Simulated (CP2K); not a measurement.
HfC:

```
CELL_PARAMETERS angstrom
3.40577 0.00000 0.00000
-1.40173 3.10394 0.00000
0.25620 -2.36433 2.43794
ATOMIC_POSITIONS crystal
Hf 0.98471 0.98471 0.00000
C 0.67945 0.17945 0.50000
```

The cell was built by a generator and needn't be a form met in nature.

Base run:

| Quantity | Value |
| --- | --- |
| Program | CP2K 2026.2 |
| Functional | PBE |
| Dispersion | D3(BJ) |
| Potentials or basis | POTENTIAL_UZH Hf GTH-PBE-q12, C GTH-PBE-q4; TZVP-MOLOPT-PBE-GTH basis |
| Density cutoff | 6123 eV |
| k mesh | 12 × 12 × 12 |
| Occupations | fermi-dirac, width 0.05 eV |
| Spin | no spin polarisation |

Its results: band gap on the k mesh 0.42 eV, indirect (least direct gap 0.90 eV); pressure 59.6 GPa; largest force 11.120 eV/Å.

Problem. After a change of settings the same cell gave: band gap on the k mesh 0.41 eV, indirect (least direct gap 0.90 eV); pressure 62.8 GPa; largest force 11.215 eV/Å. Which change was it?
A. dispersion from D3(BJ) to none
B. dispersion from D3(BJ) to D3(BJ)+ATM
C. dispersion from D3(BJ) to rVV10
D. dispersion from D3(BJ) to D3

Solution. C.

Caveats: a pressure of tens of GPa on the cell as given is suspect, and the run, the potentials or the cell itself is likely at fault; spin-orbit coupling is left out, which moves the levels of the heavy elements; the basis of atomic orbitals isn't converged, which shifts pressures, moduli and gaps; forces of over 1 eV/Å show positions far from the minimum, so gaps and moduli don't describe the material at rest.
